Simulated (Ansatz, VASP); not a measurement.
**Two plane-wave programs on SrTiO3**

File INCAR:

```
ALGO = Normal
EDIFF = 1E-6
ENCUT = 520
GGA = PE
ISIF = 2
ISMEAR = 0
LASPH = T
LCHARG = F
LREAL = F
LWAVE = F
NBANDS = 28
NELM = 80
PREC = Accurate
SIGMA = 0.05
```

The input KPOINTS:

```
k-points
0
Gamma
  8 8 8
```

Contents of POSCAR:

```
SrTiO3
1.0
    3.9390167413      0.1023121232      0.1023121232
    0.1023121232      3.9390167413      0.1023121232
    0.1023121232      0.1023121232      3.9390167413
Sr Ti O
1 1 3
Direct
    0.0000000000      0.0000000000      0.0000000000
    0.5000000000      0.5000000000      0.5000000000
    0.0000000000      0.5000000000      0.5000000000
    0.5000000000      0.0000000000      0.5000000000
    0.5000000000      0.5000000000      0.0000000000
```

Input for Ansatz:

```yaml
crystal:
  lattice:
    - [3.9390167413, 0.1023121232, 0.1023121232]
    - [0.1023121232, 3.9390167413, 0.1023121232]
    - [0.1023121232, 0.1023121232, 3.9390167413]
  atoms:
    - { symbol: Sr, position: [0.0, 0.0, 0.0] }
    - { symbol: Ti, position: [0.5, 0.5, 0.5] }
    - { symbol: O, position: [0.0, 0.5, 0.5] }
    - { symbol: O, position: [0.5, 0.0, 0.5] }
    - { symbol: O, position: [0.5, 0.5, 0.0] }
basis:
  ecutwfc: 420
kpoints:
  mp_grid: { grid: [8, 8, 8] }
hamiltonian:
  xc: pbe
scf:
  occupations: { method: gaussian, width: 0.05 }
output:
  forces: true
  stress: true
  eigenvalues: true
```

Alike in both runs: task single point; functional PBE; k mesh 8 × 8 × 8; occupations gaussian, width 0.05 eV; no spin polarisation.

|  | VASP | Ansatz |
| --- | --- | --- |
| version | VASP 6.6.1 | Ansatz 0.2.0 |
| potentials or method | VASP PAW PBE potentials, release 64 (Sr_sv, Ti_sv, O) | scalar-relativistic, plane waves, PAW |
| plane-wave cutoff (eV) | 520 | 420 |
| valence electrons in the cell | 40 | 40 |

|  | VASP | Ansatz | Ansatz less VASP |
| --- | --- | --- | --- |
| gap on the k mesh at the Fermi level (eV) | 1.61 | 1.64 | +0.031 |
| least direct gap on the mesh (eV) | 1.87 | 1.89 | +0.023 |
| pressure (GPa) | 0.9 | 0.3 | -0.64 |
| largest component of the traceless stress (GPa) | 5.57 | 5.56 | -0.016 |

A k mesh can miss the band edges.
